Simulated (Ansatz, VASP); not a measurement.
# C: VASP beside Ansatz

INCAR

```
SYSTEM = C
  PREC = Accurate
  ENCUT = 520
  EDIFF = 1E-7
  ISMEAR = 0
  SIGMA = 0.05
  LREAL = .False.
  LASPH = .True.
  NELM = 60
  ALGO = Normal
  ISIF = 2
  LWAVE = .False.
  LCHARG = .False.
  NBANDS = 11
```

File KPOINTS:

```
regular mesh
0
Gamma
  12 12 12
  0 0 0
```

Contents of POSCAR:

```
C
1.0
    0.0000000000      1.9445543299      1.6730671760
    1.6796888139      0.0000000000      1.6730671760
    1.6796888139      1.9445543299      0.0000000000
C
2
Direct
    0.5000000000      0.5000000000      0.5000000000
    0.7500000000      0.7500000000      0.7500000000
```

Input for Ansatz:

```yaml
crystal:
  lattice:
    - [0.0, 1.9445543299, 1.673067176]
    - [1.6796888139, 0.0, 1.673067176]
    - [1.6796888139, 1.9445543299, 0.0]
  atoms:
    - { symbol: C, position: [0.5, 0.5, 0.5] }
    - { symbol: C, position: [0.75, 0.75, 0.75] }
basis:
  ecutwfc: 520.0
kpoints:
  mp_grid: { grid: [12, 12, 12] }
hamiltonian:
  xc: lda
  pseudopotentials: { kind: paw, azcp: { folder: soft_1 } }
scf:
  occupations: { method: gaussian, width: 0.05 }
output:
  forces: true
  stress: true
  eigenvalues: true
```

Change from the starting cell: strain +e along x and -e along y -0.0750, strain +e along z and -e/2 along x and y -0.0525.

Alike in both runs: task single point; functional LDA; k mesh 12 × 12 × 12; occupations gaussian, width 0.05 eV; no spin polarisation.

|  | VASP | Ansatz |
| --- | --- | --- |
| version | VASP 6.6.1 | Ansatz 0.2.0 |
| potentials or method | VASP PAW LDA potentials, release 64 (C) | scalar-relativistic, plane waves, PAW |
| plane-wave cutoff (eV) | 520 | 520 |
| valence electrons in the cell | 8 | 8 |

|  | VASP | Ansatz | Ansatz less VASP |
| --- | --- | --- | --- |
| gap on the k mesh at the Fermi level (eV) | 2.25 | 2.26 | +0.012 |
| least direct gap on the mesh (eV) | 4.31 | 4.31 | -0.002 |
| pressure (GPa) | 5.8 | 4.1 | -1.68 |
| largest component of the traceless stress (GPa) | 108.76 | 108.91 | +0.149 |

Ansatz warned: «pseudo_functional_mismatch».
